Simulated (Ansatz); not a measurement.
Crystal: CoO.

```
Co O
1.0
     2.85630    0.00000    0.00000
    -1.42815    2.47363    0.00000
     0.00000    0.00000    2.78761
Co O
1 1
Direct
  0.00000 0.00000 0.00000
  0.66667 0.33333 0.50000
```

Measurements of this composition are mostly on another form, of space group No. 225.

```yaml
Program: Ansatz 0.2.0
Task: relaxation of cell and atoms
Functional: HSEsol
Potentials_or_basis: Ansatz PAW
Cutoff: "420 eV (not typed: the program's choice for these potentials)"
k_mesh: 6 × 6 × 5
Occupations: fermi-dirac, width 0.05 eV
Spin: collinear spin, ferromagnetic start
Starting_moments: "[2.0, 0.0] μB"
```

At the start: volume 9.85 Å³/atom.

Question: Where does the relaxation end?

Answer: It ends after 8 steps and the volume is 9.00 Å³/atom (-8.6 %); space group P-6m2 (No. 187, to 0.05 Å); moment 3.00 μB per cell.

Step by step:
```tsv
step	energy change (eV)	largest force (eV/Å)	volume (Å³)
1	0.0000	0.0000	19.70
2	-0.0922	0.0000	18.68
3	-0.1120	0.0000	17.91
4	-0.1119	0.0000	18.02
5	-0.1120	0.0000	18.02
6	-0.1044	0.0000	18.02
7	-0.1045	0.0000	18.00
8	-0.1045	0.0000	18.00
```

Final structure:
```xyz
2
Lattice="2.7813 0.0000 0.0000 -1.3906 2.4087 0.0000 0.0000 0.0000 2.6867" Properties=species:S:1:pos:R:3 pbc="T T T"
Co    0.0000    0.0000    0.0000
O     1.3906    0.8029    1.3434
```

Caveat: the k mesh is coarse (spacing up to 0.45 Å⁻¹), so the values aren't converged, least of all with exact exchange; the magnetic or orbital state may not be the lowest; the plane-wave basis is chosen anew once the cell has moved, so the energies of steps on either side of that aren't comparable; the pressure holds a Pulay correction of +0.9 GPa for the finite cutoff; a cell with one magnetic atom can't hold antiferromagnetic order, which such compounds often take; the PAW data sets come from PBE, with cores solved anew for the run's functional, which leaves a small shift of forces and pressure.
